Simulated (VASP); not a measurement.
Wanted: the native input for a VASP 6.6.1 run.

| Property | Result |
| --- | --- |
| Task | relaxation of cell and atoms |
| Functional | LDA |
| Potentials or basis | VASP PAW LDA potentials, release 64 (Zn, O) |
| Cutoff | 600 eV |
| k mesh | 9 × 9 × 5 |
| Occupations | gaussian, width 0.03 eV |
| Spin | no spin polarisation |
| Further INCAR settings | ALGO = Normal; EDIFF = 1e-06; IBRION = 2; EDIFFG = -0.01; NSW = 90; ISIF = 3 |

The structure of ZnO (zincite) lies in POSCAR:

```
ZnO
1.0
    3.2493080000      0.0000000000      0.0000000000
   -1.6246540000      2.8139832727      0.0000000000
    0.0000000000      0.0000000000      5.2057090000
Zn O
2 2
Direct
    0.3333333333      0.6666666667      0.5000000000
    0.6666666667      0.3333333333      0.0000000000
    0.6666666667      0.3333333333      0.3790100000
    0.3333333333      0.6666666667      0.8790100000
```

The input as run:

INCAR

```
SYSTEM = ZnO
ALGO = Normal
EDIFF = 1E-6
EDIFFG = -0.01
ENCUT = 600
GGA = CA
IBRION = 2
ISIF = 3
ISMEAR = 0
LASPH = .True.
LCHARG = .False.
LREAL = .False.
LWAVE = .False.
NELM = 80
NSW = 90
PREC = Accurate
SIGMA = 0.03
```

KPOINTS

```
k-points
0
Gamma
  9 9 5
  0 0 0
```

Potentials or basis: VASP PAW LDA potentials, release 64 (Zn, O).

Command:

```console
$ cat potpaw_LDA.64/Zn/POTCAR potpaw_LDA.64/O/POTCAR > POTCAR
$ mpirun -np 1 vasp_std > vasp.out
```

Results of the run:

- Relaxed volume: 11.40 Å³/atom
- Relaxed cell: a = 3.194 Å, b = 3.194 Å, c = 5.164 Å, α = 90.00°, β = 90.00°, γ = 120.00°
- Space group after relaxing (to 0.05 Å): P6_3mc (No. 186)
- Energy gained by relaxing: 10.4 meV/atom
- Ionic steps: 11
- Pressure after relaxing: 0.0 GPa
- Largest force after relaxing: 0.004 eV/Å
- Band gap on the k mesh: 0.80 eV, direct

It took 2.1 min on 1 thread of Intel(R) Xeon(R) Platinum 8488C (Sapphire Rapids), on a shared host, peak memory 0.18 GiB.
